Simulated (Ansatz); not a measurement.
Ru: single point with PBEsol

Ru:

```
Ru
1.0
     2.70580    0.00000    0.00000
    -1.35290    2.34329    0.00000
     0.00000    0.00000    4.28190
Ru
2
Direct
  0.67236 0.34385 0.74518
  0.32157 0.68043 0.24367
```

The cell isn't the ideal one: atoms moved at random, drawn with an rms of 0.05 Å.

```
Program             : Ansatz 0.2.0
Task                : single point
Functional          : PBEsol
Potentials or basis : all-electron LAPW, scalar-relativistic
Cutoff              : 288 eV (chosen from the basis error)
Basis error allowed : 0.001 eV/atom
k mesh              : 11 × 11 × 6
Occupations         : fermi-dirac, width 0.05 eV
Spin                : no spin polarisation
```

```json
{
  "Pressure": "-6.1 GPa",
  "Largest force": "0.346 eV/Å",
  "Band gap on the k mesh": "none (metal or under the smearing width)"
}
```

Forces on the atoms (eV/Å):
```
Ru  -0.334  0.050 -0.077
Ru   0.334 -0.050  0.077
```

Stress tensor (GPa, compression positive):
```
-6.22  0.96  0.05
 0.96 -5.86 -0.01
 0.05 -0.01 -6.22
```

Levels at points of the mesh, in eV from the Fermi level:
```
            k point  band 29  band 30  band 31  band 32  band 33  band 34  band 35  band 36
 (0.00, 0.00, 0.00)    -2.41    -1.89    -1.79    -1.48    -1.16     1.08     1.29     1.44
(0.00, 0.00, -0.50)    -2.71    -2.68    -2.67    -2.64     0.54     0.57     0.66     0.69
```

Run time: 100 s on 1 thread of Arm Neoverse V2, with other jobs on the host, peak memory 1 GiB.
